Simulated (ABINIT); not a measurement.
Runs of ABINIT 10.8.3 (patched build) on NaF (Villiaumite). The structure is cubic, space group Fm-3m (No. 225). Conventional cell: a = 4.640 Å, b = 4.640 Å, c = 4.640 Å, α = 90.00°, β = 90.00°, γ = 90.00°. Na (site symmetry m-3m) is surrounded by 6 F at 2.32 Å. Around F (site symmetry m-3m) lie 6 Na at 2.32 Å. 

```tsv
level	potentials or basis	k mesh	cutoff (eV)	smearing	fine-grid cutoff	most SCF steps	gap on the mesh (eV)	pressure (GPa)
r2SCAN	PseudoDojo NC SR PBE v0.4.1 standard	10 × 10 × 10	1442	fermi-dirac 0.05 eV	-	-	6.96	-1.4
r2SCAN	Ansatz PAW PBE default generated set, frozen core	10 × 10 × 10	517	fermi-dirac 0.05 eV	1034.03 eV	-	(a)	-1.6
r2SCAN	Ansatz NC r2SCAN	10 × 10 × 10	1497	fermi-dirac 0.05 eV	-	-	7.14	-1.6
PBE	SG15 NC PBE v1.2	6 × 6 × 6	952	fixed	-	-	6.33	1.1
r2SCAN	SG15 NC PBE v1.2	10 × 10 × 10	1306	fermi-dirac 0.05 eV	-	-	7.16	-0.9
HSE06	SG15 NC PBE v1.2	6 × 6 × 6	952	fixed	-	60	8.41	-0.7
PBEsol	SG15 NC PBE v1.2	6 × 6 × 6	952	fixed	-	-	(b)	-0.7
r2SCAN	JTH PAW PBE v2.0	10 × 10 × 10	1306	fermi-dirac 0.05 eV	1959.22 eV	-	7.10	-1.0
```

Alike in all rows: task single point; no spin polarisation; cell as given.

**Question.** Fill in the values left out.

**Answer.** (a) 7.11; (b) 6.14.

Caveats: the potentials were made for another functional, which shifts forces and pressure (some runs); the PAW data sets were made with another functional, which shifts forces and pressure a little (some runs); a meta-GGA on potentials with a model core is unreliable (some runs); the atomic spheres overlap (some runs); Libxc's HSE differs a little from that of other programs (some runs).

A k mesh can miss the band edges.
